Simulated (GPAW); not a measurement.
KBr:

```
Br K
1.0
     0.00000    3.30000    3.30000
     3.30000    0.00000    3.30000
     3.30000    3.30000    0.00000
Br K
1 1
Direct
  0.50000 0.50000 0.50000
  0.00000 0.00000 0.00000
```

```yaml
Program: GPAW 26.7.0
Task: relaxation of cell and atoms
Functional: revPBE
Potentials_or_basis: the program's PAW data sets (release 1.2.1) made for this functional
Cutoff: 600 eV
Basis: pw
k_mesh: 7 × 7 × 7
Occupations: fermi-dirac, width 0.05 eV
Spin: no spin polarisation
```

At the start: pressure 1.8 GPa; volume 35.94 Å³/atom.

**Question.** Where does the relaxation end?

**Answer.** Over 4 steps the energy falls by 25.4 meV/atom and the volume is 40.76 Å³/atom (+13.4 %); space group Fm-3m (No. 225, to 0.05 Å).

The path:
```
step  energy change (eV)  largest force (eV/Å)  pressure (GPa)  volume (Å³)
   1              0.0000                0.0000            1.84        71.87
   2             -0.0071                0.0000            1.68        72.51
   3             -0.0498                0.0000            0.20        80.30
   4             -0.0507                0.0000            0.03        81.52
```

Final structure:
```cif
data_structure
_symmetry_space_group_name_H-M 'P 1'
_symmetry_Int_Tables_number 1
_cell_length_a 4.8671
_cell_length_b 4.8671
_cell_length_c 4.8671
_cell_angle_alpha 60.000
_cell_angle_beta 60.000
_cell_angle_gamma 60.000
_cell_volume 81.52
loop_
_atom_site_label
_atom_site_type_symbol
_atom_site_fract_x
_atom_site_fract_y
_atom_site_fract_z
_atom_site_occupancy
Br1 Br 0.50000 0.50000 0.50000 1
K1 K 0.00000 0.00000 0.00000 1
```

Caveat: later steps reuse the first step's grids.
